## One iridium crystal, twelve bulk moduli

The bulk modulus tells how strongly a solid resists a uniform squeeze. At a given small change of volume, an error of a fifth in the modulus is an error of a fifth in the computed pressure. The crystal below is the same in every row, but each calculation lets it settle at its own rest volume, the volume of lowest energy.

Kohn–Sham DFT with ABINIT 10.8.3 and JDFTx 1.7.0 (patched build) for fcc iridium, without spin polarisation or spin–orbit coupling and with Fermi–Dirac smearing of 0.05 eV. Each bulk modulus comes from a Birch–Murnaghan fit to energies at seven volumes from 13.22 to 14.90 Å³/atom. The measured value is 339 GPa at ambient pressure (high-pressure powder XRD, pmc:6586894).

```csv
program,functional,how the value is got,potentials or basis,wave cutoff (eV),k-mesh,computed bulk modulus (GPa),"computed over measured, less one (%)"
ABINIT 10.8.3 (1),BLYP+D3,"fit, rest volume 14.33 Å³/atom",JTH PAW PBE v2.0,462.6,12x12x12,350.1,3.3
ABINIT 10.8.3 (2),PBE,"fit, rest volume 14.46 Å³/atom",SG15 NC PBE v1.2,925.2,12x12x12,350.2,3.3
JDFTx 1.7.0 (patched build),PBE,"fit, rest volume 14.46 Å³/atom",PseudoDojo SR PBE 0.5 standard,925.2,12x12x12,350.3,3.3
ABINIT 10.8.3 (3),PBE,"fit, rest volume 14.45 Å³/atom",PseudoDojo NC SR PBE v0.4.1 standard,925.2,12x12x12,350.6,3.4
ABINIT 10.8.3 (4),BLYP+D3(BJ),"fit, rest volume 14.38 Å³/atom",JTH PAW PBE v2.0,462.6,12x12x12,352.1,3.9
ABINIT 10.8.3 (5),PBE,"fit, rest volume 14.47 Å³/atom",JTH PAW PBE v2.0,625.9,12x12x12,353.7,4.3
ABINIT 10.8.3 (6),PW91+D3(BJ),"fit, rest volume 14.31 Å³/atom",JTH PAW PBE v2.0,462.6,12x12x12,364.7,7.6
ABINIT 10.8.3 (7),WC,"fit, rest volume 14.17 Å³/atom",JTH PAW PBE v2.0,435.4,12x12x12,379.9,12.1
ABINIT 10.8.3 (8),RPBE+D4,"fit, rest volume 13.93 Å³/atom",JTH PAW PBE v2.0,462.6,12x12x12,390.7,15.3
ABINIT 10.8.3 (9),SOGGA,"fit, rest volume 13.93 Å³/atom",JTH PAW PBE v2.0,462.6,12x12x12,406.1,19.8
ABINIT 10.8.3 (10),LDA-PZ,"fit, rest volume 13.82 Å³/atom",JTH PAW LDA v2.0,462.6,12x12x12,407.3,20.1
ABINIT 10.8.3 (11),PBEsol+D3,"fit, rest volume 13.77 Å³/atom",JTH PAW PBE v2.0,435.4,12x12x12,418.4,23.4
```

### (a) Does the spread come from the programs or from the functionals?

**Solution.** The four PBE rows answer this, because they share a functional and differ in program, potentials and cutoff. They span 3.5 GPa, while the whole table spans 68 GPa. The choice of functional, together with any dispersion correction added to it, is therefore the likely source of nearly all of the spread, although the other functionals were run at lower cutoffs than any PBE row. The first six rows differ by less than 4 GPa, about as much as the PBE rows do among themselves, so their order has little meaning.

The column on how the value is got shows what changes along with the modulus. From PW91+D3(BJ) to the end of the table, the rest volume shrinks as the modulus grows, except that RPBE+D4 and SOGGA share a volume of 13.93 Å³ per atom. The functionals disagree first about how closely the atoms sit, and the disagreement about stiffness goes with it.

### (b) Why is the more compact crystal stiffer, and is LDA iridium stiffer because its bonds are?

**Solution.** Picture a spring that stiffens as it is pressed together. A constant extra load moves its rest point to a shorter length, where it is harder to compress further, although the spring itself is unchanged. In iridium the stiffening comes from the repulsion between atoms, which rises more steeply on compression than the attraction of the d-electron bonds. The load is the additional inward pull of one functional compared with another.

The origin of that pull is well understood. PBE lowers the energy of an uneven electron density, and the density is more uneven when the atoms stand farther apart, so PBE favours a larger cell. LDA has no such term, and WC and SOGGA have a weaker one in their exchange part. Their rest volumes lie accordingly, with PBE largest, LDA smallest and the other two in between.

Now replace the constant load by a magnet that pulls harder the closer it comes. It still shortens the spring, but it also helps any further compression, and so gives back part of the gained stiffness. The energy difference between two functionals should act like this magnet, since it must level off once the atoms are far apart. The picture stops there: a functional acts throughout the electron density and is not a separate object attached to the crystal.

In symbols, let $E(V)$ be the energy at volume $V$, and let $\Delta E(V)$ be the energy of functional X less that of PBE. The modulus is $B = V\,\mathrm{d}^2E/\mathrm{d}V^2$ at the rest volume $V_X$, so that

$$B_X = B_{\mathrm{PBE}}(V_X) + V_X\,\Delta E''(V_X).$$

The first term is the PBE crystal squeezed to the new volume. The second is negative if the pull fades as the crystal expands.

Take LDA as the example. The PBE curve comes from the PBE row with PAW potentials alone, so the LDA modulus played no part in it. That row has a rest volume of 14.47 Å³, a modulus $B_0$ of 353.7 GPa and a pressure derivative $B_0'$ of 5.00. The Birch–Murnaghan equation gives the modulus at any other volume as

$$B_{\mathrm{PBE}}(V)=\frac{B_0}{2}\Big\{(7x^7-5x^5)\big[1+a(x^2-1)\big]+2a(x^9-x^7)\Big\},$$

with $x=(V_0/V)^{1/3}$, where $V_0$ is the PBE rest volume, and $a=\tfrac34(B_0'-4)=0.75$. At the LDA rest volume of 13.82 Å³, $x$ is 1.0156 and the curly bracket is 2.51. The squeezed PBE crystal thus has a modulus of about 443 GPa.

LDA itself gives 407 GPa. The smaller volume more than explains why LDA iridium is stiffer than PBE iridium, and at equal volume LDA is the softer of the two. The idea that LDA makes intrinsically stiffer bonds is therefore wrong here. Squeezing alone would add 90 GPa to the PBE value, and the fading pull takes back 36 GPa.

The energies show this fading directly. Compared with PBE, LDA favours the compact crystal by 100 meV per atom over the step from 14.06 down to 13.22 Å³, but by only 88 meV over the equally wide step from 14.90 to 14.06 Å³. These energies also underlie the moduli, so the comparison shows where the stiffness is lost and is not an independent test.

This gives a rule for guessing in iridium. Raise the PBE modulus by 5 to 6 % for each per cent of shrinkage, then take back about 30 to 50 % of the gain. The first figure follows from the pressure derivative of about 5 and changes with the crystal, while the second is read off this table. The rule holds roughly for every functional here except BLYP. It is no sharper than about 5 GPa, because PBE rows with other potentials already miss the curve by that much.

The stiff end of the table needs some caution. Like WC and SOGGA, PBEsol rewards an uneven density less than PBE does, and D3 adds a further attraction. A small volume and a modulus near that of LDA are therefore to be expected for PBEsol+D3, but its lead of 11 GPa over LDA is less certain. The run used the lowest cutoff, and its fitted curve has an unusually large pressure derivative; WC shares both traits. All functionals other than PBE and LDA also borrow potentials made for PBE, and ABINIT warned of overlapping PAW spheres in the BLYP, WC, SOGGA and LDA runs. The size of these effects was not tested.

### (c) Why is RPBE+D4 softer than SOGGA at the same volume, why does BLYP gain no stiffness from its smaller cell, and what is its small error worth?

**Solution.** RPBE+D4 and SOGGA show that the rest volume does not settle the modulus alone. Over the compressed step both favour the compact crystal by about 82 meV per atom more than PBE does. Over the expanded step SOGGA keeps 75 meV of this, but RPBE+D4 only 70 meV. The pull that fades faster leaves the softer crystal, here by 15 GPa.

BLYP+D3 repeats the pattern beside PW91+D3(BJ). Their rest volumes are nearly equal, and so are their pulls over the compressed step. Over the expanded step the pull of PW91+D3(BJ) drops from 23 to 20 meV, but that of BLYP+D3 from 25 to 17 meV. The BLYP crystal is again about 15 GPa softer, and the whole gain from its smaller cell is lost. BLYP+D3(BJ) behaves in the same way.

What sets RPBE and BLYP apart is probably a contest between two opposing contributions. Without a dispersion correction, both are known to bind transition metals too weakly and to give cells larger than PBE does. The correction must then first undo this expansion before it can shrink the cell below that of PBE. The two contributions partly cancel in the net pull, but they need not cancel to the same degree in the way the pull changes with volume. This reading fits the energies, which show only the sum of the two.

It also bears on the comparison with experiment. BLYP+D3 lies 3.3 % above the measured modulus, level with the best PBE rows. Its agreement rests on a weakly binding functional balanced by an attraction between pairs of atoms, a form that describes the mobile, screening electrons of a metal poorly. With RPBE the same kind of repair overshoots, and the modulus ends 15 % too high.

PBE's own agreement, 3.6 % on average over its four rows, also depends on volume. PBE is known to make such metals slightly too large, and the extra room softens them. Squeezed to the WC rest volume of 14.17 Å³, the PBE crystal would have a modulus of 393 GPa instead of 354 GPa. Anyone who fixes a PBE cell at a smaller, measured lattice constant should therefore expect a noticeably stiffer crystal.

The last few per cent cannot be charged to the functional. The calculations leave out spin–orbit coupling, temperature and zero-point motion, and the reference is a single measurement. A reference value 5 % higher would already turn PBE's small excess into a slight deficit. It would still leave most of the excess of about 20 % for LDA and SOGGA in place.
